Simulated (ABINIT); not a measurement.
# K (Im-3m) in ABINIT: single point with PBEsol

Aim: the single point of K with PBEsol.

Everything below comes from runs of ABINIT 10.8.3 (patched build). Logs are shortened: lines on timing, memory, paths and dates and some standing lists are left out, and cuts for length are marked. The log counts tension as positive stress, the text compression.

## Step 1: Starting point

The structure is cubic, space group Im-3m (No. 229). Conventional cell: a = 5.395 Å, b = 5.395 Å, c = 5.395 Å, α = 90.00°, β = 90.00°, γ = 90.00°.

## Step 2: Single point, PBEsol

Input file run.abi:

```
# Pseudopotentials
pp_dirpath "./"
pseudos "K.upf"

# Structure
acell 3*1.0
rprim
    -5.0976468017     5.0976468017     5.0976468017
     5.0976468017    -5.0976468017     5.0976468017
     5.0976468017     5.0976468017    -5.0976468017
ntypat 1
znucl 19
natom 1
typat 1
xred
     0.0000000000     0.0000000000     0.0000000000

# Plane-wave basis
ecut 897.975746 eV

# k points
kptopt 1
ngkpt 5 5 5
nshiftk 1
shiftk 0.0 0.0 0.0

# Exchange and correlation
ixc -116133

# Bands and occupations
nband 9
occopt 3
tsmear 0.00183747

# SCF cycle
nstep 100
tolvrs 1.0e-10

# Output
iomode 3
prtwf 0
prtden 0
prteig 0
prtebands 0
enunit 2
prtvol 2
```

Potentials or basis: PseudoDojo NC SR PBEsol v0.4.1 standard.

On the command line:

```
$ mpirun --bind-to none -np 4 abinit run.abi > log 2>&1
```

run.abo:

```text
.Version 10.8.3 of ABINIT
 Symmetries : space group Im -3 m (#229); Bravais cI (body-center cubic)
================================================================================
 Values of the parameters that define the memory need of the present run
     intxc =       0    ionmov =       0      iscf =       7    lmnmax =       6
     lnmax =       6     mgfft =      48  mpssoang =       3    mqgrid =    3001
     natom =       1  nloc_mem =       1    nspden =       1   nspinor =       1
    nsppol =       1      nsym =      48    n1xccc =    2501    ntypat =       1
    occopt =       3   xclevel =       2
       mpw =        4826          nfft =      110592          nkpt =          10
================================================================================
================================================================================

--------------------------------------------------------------------------------
------------- Echo of variables that govern the present computation ------------
--------------------------------------------------------------------------------
 -outvars: echo values of preprocessed input variables --------
            acell      1.0000000000E+00  1.0000000000E+00  1.0000000000E+00 Bohr
              amu      3.90983000E+01
             ecut      3.30000000E+01 Hartree
           enunit           2
              ixc     -116133
         kptrlatt        5    0    0      0    5    0      0    0    5
          kptrlen      4.41469163E+01
            natom           1
            nband           9
            ngfft          48      48      48
             nkpt          10
            nstep         100
             nsym          48
           ntypat           1
           occopt           3
           prtden           0
        prtebands           0
           prteig           0
           prtvol           2
            prtwf           0
            rprim     -5.0976468017E+00  5.0976468017E+00  5.0976468017E+00
                       5.0976468017E+00 -5.0976468017E+00  5.0976468017E+00
                       5.0976468017E+00  5.0976468017E+00 -5.0976468017E+00
          spgroup         229
           tolvrs      1.00000000E-10
           tsmear      1.83747000E-03 Hartree
            typat      1
            znucl       19.00000

================================================================================

 chkinp: Checking input parameters for consistency.

================================================================================
== DATASET  1 ==================================================================

--- !DatasetInfo
iteration_state: {dtset: 1, }
dimensions: {natom: 1, nkpt: 10, mband: 9, nsppol: 1, nspinor: 1, nspden: 1, mpw: 4826, }
cutoff_energies: {ecut:  33.0, pawecutdg:  -1.0, }
electrons: {nelect:   9.00000000E+00, charge:   0.00000000E+00, occopt:   3.00000000E+00, tsmear:   1.83747000E-03, }
meta: {optdriver: 0, ionmov: 0, optcell: 0, iscf: 7, paral_kgb: 0, }
...

 Real(R)+Recip(G) space primitive vectors, cartesian coordinates (Bohr,Bohr^-1):
 R(1)= -5.0976468  5.0976468  5.0976468  G(1)=  0.0000000  0.0980845  0.0980845
 R(2)=  5.0976468 -5.0976468  5.0976468  G(2)=  0.0980845  0.0000000  0.0980845
 R(3)=  5.0976468  5.0976468 -5.0976468  G(3)=  0.0980845  0.0980845  0.0000000
 Unit cell volume ucvol=  5.2986986E+02 bohr^3
 Angles (23,13,12)=  1.09471221E+02  1.09471221E+02  1.09471221E+02 degrees

 getcut: wavevector=  0.0000  0.0000  0.0000  ngfft=  48  48  48
         ecut(hartree)=     33.000   => boxcut(ratio)=   2.10227

--- Pseudopotential description ------------------------------------------------
- pspini: atom type   1  psp file is ./K.upf
12 -116133 2 -1 2250                          pspcod,pspxc,lmax,lloc,mmax
     nproj     2     2     2

   7.49254099E+01                                ecore*ucvol(ha*bohr**3)
--------------------------------------------------------------------------------

================================================================================

--- !BeginCycle
iteration_state: {dtset: 1, }
solver: {iscf: 7, nstep: 100, nline: 4, wfoptalg: 0, }
tolerances: {tolvrs: 1.00E-10, }
...

     iter   Etot(hartree)      deltaE(h)  residm     vres2
 ETOT  1  -29.989920343487    -2.999E+01 2.866E-02 1.131E+00
 ETOT  2  -29.996678634864    -6.758E-03 2.250E-03 2.019E-01
 ETOT  3  -29.996705991142    -2.736E-05 5.133E-04 3.605E-03
 ETOT  4  -29.996706775434    -7.843E-07 3.789E-04 6.716E-05
 ETOT  5  -29.996706779293    -3.858E-09 2.373E-04 1.467E-06
 ETOT  6  -29.996706779351    -5.878E-11 6.282E-05 2.673E-07
[... 32 lines left out ...]
- [ -0.00000000E+00,  -0.00000000E+00,  -0.00000000E+00, ]
force_length_stats: {min:   0.00000000E+00, max:   0.00000000E+00, mean:   0.00000000E+00, }
...

 Integrated electronic density in atomic spheres:
 ------------------------------------------------
 Atom  Sphere_radius  Integrated_density
    1        2.00000          6.88229081
================================================================================

 ----iterations are completed or convergence reached----

 Mean square residual over all n,k,spin=   12.113E-07; max=  44.896E-06
   0.0000  0.0000  0.0000    1  4.40167E-09 kpt; spin; max resid(k); each band:
  1.39E-14 1.13E-15 1.10E-15 1.10E-15 1.35E-14 8.57E-15 1.03E-14 4.40E-09
  1.00E-14
   0.2000  0.0000  0.0000    1  4.48961E-05 kpt; spin; max resid(k); each band:
  1.31E-14 8.13E-15 4.52E-15 1.24E-15 1.56E-14 4.79E-10 6.86E-09 1.82E-06
  4.49E-05
   0.4000  0.0000  0.0000    1  1.23415E-05 kpt; spin; max resid(k); each band:
  1.61E-14 2.11E-14 1.06E-15 4.40E-15 4.26E-14 1.91E-13 9.79E-12 3.90E-07
  1.23E-05
   0.2000  0.2000  0.0000    1  1.11075E-06 kpt; spin; max resid(k); each band:
  1.68E-14 2.10E-14 8.52E-15 3.64E-15 2.30E-14 7.88E-13 1.61E-11 1.11E-06
  4.09E-07
   0.4000  0.2000  0.0000    1  3.87037E-05 kpt; spin; max resid(k); each band:
  2.27E-14 1.99E-14 1.41E-14 5.47E-15 1.19E-13 4.56E-14 1.45E-12 2.12E-07
  3.87E-05
   0.2000  0.2000  0.2000    1  6.06875E-06 kpt; spin; max resid(k); each band:
  2.42E-14 1.99E-14 1.12E-14 1.12E-14 4.11E-14 1.31E-13 9.95E-14 4.68E-12
  6.07E-06
  -0.2000  0.2000  0.2000    1  6.55276E-07 kpt; spin; max resid(k); each band:
  1.14E-14 6.61E-15 6.97E-15 6.99E-15 3.48E-14 2.64E-10 8.45E-13 1.76E-10
  6.55E-07
  -0.4000  0.4000  0.2000    1  2.39550E-06 kpt; spin; max resid(k); each band:
  1.64E-14 1.90E-14 8.34E-15 5.35E-15 6.73E-14 5.67E-13 2.06E-11 2.15E-10
  2.40E-06
  -0.4000 -0.4000  0.2000    1  8.47863E-09 kpt; spin; max resid(k); each band:
  1.27E-14 2.10E-14 2.10E-14 4.66E-15 1.17E-13 1.25E-13 4.81E-14 5.69E-10
  8.48E-09
  -0.4000  0.4000  0.4000    1  8.51434E-11 kpt; spin; max resid(k); each band:
  1.14E-14 1.46E-14 1.97E-14 2.05E-14 2.22E-14 1.43E-14 2.50E-12 8.51E-11
  5.13E-11
 reduced coordinates (array xred) for    1 atoms
       0.000000000000      0.000000000000      0.000000000000
 rms dE/dt=  0.0000E+00; max dE/dt=  0.0000E+00; dE/dt below (all hartree)
    1       0.000000000000      0.000000000000      0.000000000000

 cartesian coordinates (angstrom) at end:
    1      0.00000000000000     0.00000000000000     0.00000000000000

 cartesian forces (hartree/bohr) at end:
    1     -0.00000000000000    -0.00000000000000    -0.00000000000000
 frms,max,avg= 0.0000000E+00 0.0000000E+00   0.000E+00  0.000E+00  0.000E+00 h/b

 cartesian forces (eV/Angstrom) at end:
    1     -0.00000000000000    -0.00000000000000    -0.00000000000000
 frms,max,avg= 0.0000000E+00 0.0000000E+00   0.000E+00  0.000E+00  0.000E+00 e/A
 length scales=  1.000000000000  1.000000000000  1.000000000000 bohr
              =  0.529177210544  0.529177210544  0.529177210544 angstroms
 Fermi (or HOMO) energy (hartree) =   0.04090   Average Vxc (hartree)=  -0.20498
 Eigenvalues (hartree) for nkpt=  10  k points:
 kpt#   1, nband=  9, wtk=  0.00800, kpt=  0.0000  0.0000  0.0000 (reduced coord)
  -1.13818   -0.53235   -0.53235   -0.53235   -0.03661    0.19449    0.19449    0.19449
   0.22640
      occupation numbers for kpt#   1
   2.00000    2.00000    2.00000    2.00000    2.00000    0.00000    0.00000    0.00000
   0.00000
 kpt#   2, nband=  9, wtk=  0.09600, kpt=  0.2000  0.0000  0.0000 (reduced coord)
  -1.13815   -0.53304   -0.53259   -0.53235   -0.01954    0.16157    0.17689    0.20751
   0.21945
      occupation numbers for kpt#   2
   2.00000    2.00000    2.00000    2.00000    2.00000    0.00000    0.00000    0.00000
   0.00000
 kpt#   3, nband=  9, wtk=  0.09600, kpt=  0.4000  0.0000  0.0000 (reduced coord)
  -1.13808   -0.53415   -0.53297   -0.53235    0.02765    0.09389    0.15740    0.21646
   0.23335
      occupation numbers for kpt#   3
   2.00000    2.00000    2.00000    2.00000    1.99852    0.00000    0.00000    0.00000
[... 28 lines left out ...]
      occupation numbers for kpt#   8
   2.00000    2.00000    2.00000    2.00000    0.62560    0.00000    0.00000    0.00000
   0.00000
 kpt#   9, nband=  9, wtk=  0.06400, kpt= -0.4000 -0.4000  0.2000 (reduced coord)
  -1.13802   -0.53382   -0.53382   -0.53299    0.08755    0.08755    0.11265    0.19694
   0.19694
      occupation numbers for kpt#   9
   2.00000    2.00000    2.00000    2.00000    0.00000    0.00000    0.00000    0.00000
   0.00000
 kpt#  10, nband=  9, wtk=  0.04800, kpt= -0.4000  0.4000  0.4000 (reduced coord)
  -1.13800   -0.53376   -0.53366   -0.53366    0.07893    0.10887    0.15990    0.15990
   0.16486
      occupation numbers for kpt#  10
   2.00000    2.00000    2.00000    2.00000    0.00000    0.00000    0.00000    0.00000
   0.00000
 Fermi (or HOMO) energy (eV) =   1.11291   Average Vxc (eV)=  -5.57774
 Eigenvalues (   eV  ) for nkpt=  10  k points:
 kpt#   1, nband=  9, wtk=  0.00800, kpt=  0.0000  0.0000  0.0000 (reduced coord)
 -30.97153  -14.48601  -14.48601  -14.48601   -0.99607    5.29240    5.29240    5.29240
   6.16070
 kpt#   2, nband=  9, wtk=  0.09600, kpt=  0.2000  0.0000  0.0000 (reduced coord)
 -30.97050  -14.50487  -14.49244  -14.48597   -0.53171    4.39655    4.81353    5.64671
   5.97167
 kpt#   3, nband=  9, wtk=  0.09600, kpt=  0.4000  0.0000  0.0000 (reduced coord)
 -30.96881  -14.53493  -14.50276  -14.48588    0.75245    2.55492    4.28295    5.89009
   6.34983
 kpt#   4, nband=  9, wtk=  0.19200, kpt=  0.2000  0.2000  0.0000 (reduced coord)
 -30.96912  -14.52497  -14.50080  -14.49015    0.34644    3.45642    3.92045    5.84335
   5.86620
 kpt#   5, nband=  9, wtk=  0.19200, kpt=  0.4000  0.2000  0.0000 (reduced coord)
 -30.96828  -14.53337  -14.51135  -14.49128    1.86800    1.90773    3.47148    5.43890
   6.34439
 kpt#   6, nband=  9, wtk=  0.06400, kpt=  0.2000  0.2000  0.2000 (reduced coord)
 -30.96850  -14.52626  -14.50354  -14.50354    1.53733    2.92603    2.92603    4.48788
   6.65298
 kpt#   7, nband=  9, wtk=  0.04800, kpt= -0.2000  0.2000  0.2000 (reduced coord)
 -30.96952  -14.50700  -14.49913  -14.49913   -0.08356    4.39873    4.64534    4.64534
   5.83241
 kpt#   8, nband=  9, wtk=  0.19200, kpt= -0.4000  0.4000  0.2000 (reduced coord)
 -30.96795  -14.53056  -14.50993  -14.49996    1.15226    2.82459    4.32166    4.56711
   5.92137
 kpt#   9, nband=  9, wtk=  0.06400, kpt= -0.4000 -0.4000  0.2000 (reduced coord)
 -30.96722  -14.52605  -14.52605  -14.50344    2.38234    2.38234    3.06530    5.35904
   5.35904
 kpt#  10, nband=  9, wtk=  0.04800, kpt= -0.4000  0.4000  0.4000 (reduced coord)
 -30.96655  -14.52445  -14.52150  -14.52150    2.14786    2.96258    4.35120    4.35120
   4.48617
 Total charge density [el/Bohr^3]
)     Maximum=    5.5623E-01  at reduced coord.    0.8958    0.9375    0.9792
)Next maximum=    5.5623E-01  at reduced coord.    0.9375    0.8958    0.9792
)     Minimum=    2.1237E-03  at reduced coord.    0.5000    0.5000    0.0000
)Next minimum=    2.1237E-03  at reduced coord.    0.5000    0.0000    0.5000
   Integrated=    9.0000E+00

--- !EnergyTerms
iteration_state     : {dtset: 1, }
comment             : Components of total free energy in Hartree
kinetic             :  1.02036272123309E+01
hartree             :  9.74750767196515E+00
xc                  : -6.28106147465210E+00
Ewald energy        : -1.44565679458164E+01
psp_core            :  1.41403419481649E-01
local_psp           : -3.36159929950194E+01
non_local_psp       :  4.26481833837494E+00
internal            : -2.99962657733352E+01
'-kT*entropy'       : -4.41006026448373E-04
total_energy        : -2.99967067793616E+01
total_energy_eV     : -8.16251974280646E+02
band_energy         : -5.46469248908585E+00
...

 Cartesian components of stress tensor (hartree/bohr^3)
  sigma(1 1)=  1.17773470E-05  sigma(3 2)=  0.00000000E+00
  sigma(2 2)=  1.17773470E-05  sigma(3 1)=  0.00000000E+00
  sigma(3 3)=  1.17773470E-05  sigma(2 1)=  0.00000000E+00

-Cartesian components of stress tensor (GPa)         [Pressure= -3.4650E-01 GPa]
- sigma(1 1)=  3.46501511E-01  sigma(3 2)=  0.00000000E+00
- sigma(2 2)=  3.46501511E-01  sigma(3 1)=  0.00000000E+00
- sigma(3 3)=  3.46501511E-01  sigma(2 1)=  0.00000000E+00

== END DATASET(S) ==============================================================
================================================================================

 -outvars: echo values of variables after computation  --------
            acell      1.0000000000E+00  1.0000000000E+00  1.0000000000E+00 Bohr
           etotal     -2.9996706779E+01
            fcart     -0.0000000000E+00 -0.0000000000E+00 -0.0000000000E+00
            rprim     -5.0976468017E+00  5.0976468017E+00  5.0976468017E+00
                       5.0976468017E+00 -5.0976468017E+00  5.0976468017E+00
                       5.0976468017E+00  5.0976468017E+00 -5.0976468017E+00
           strten      1.1777346992E-05  1.1777346992E-05  1.1777346992E-05
                       0.0000000000E+00  0.0000000000E+00  0.0000000000E+00
 Calculation completed.
```

It took 3.8 s on 4 MPI ranks of Intel Xeon 6975P-C (Granite Rapids), shared host; peak memory 0.36 GiB.

What came out:

* Free energy: -816.2520 eV
* Pressure: -0.3 GPa
* Band gap on the k mesh: none (metal or under the smearing width)
* Valence electrons inside the program's atomic spheres: K 6.88 (radii [1.0584] Å)

Levels at points of the mesh, in eV from the Fermi level:
| k point | band 1 | band 2 | band 3 | band 4 | band 5 | band 6 | band 7 | band 8 |
| --- | --- | --- | --- | --- | --- | --- | --- | --- |
| (0.00, 0.00, 0.00) | -32.08 | -15.60 | -15.60 | -15.60 | -2.11 | 4.18 | 4.18 | 4.18 |
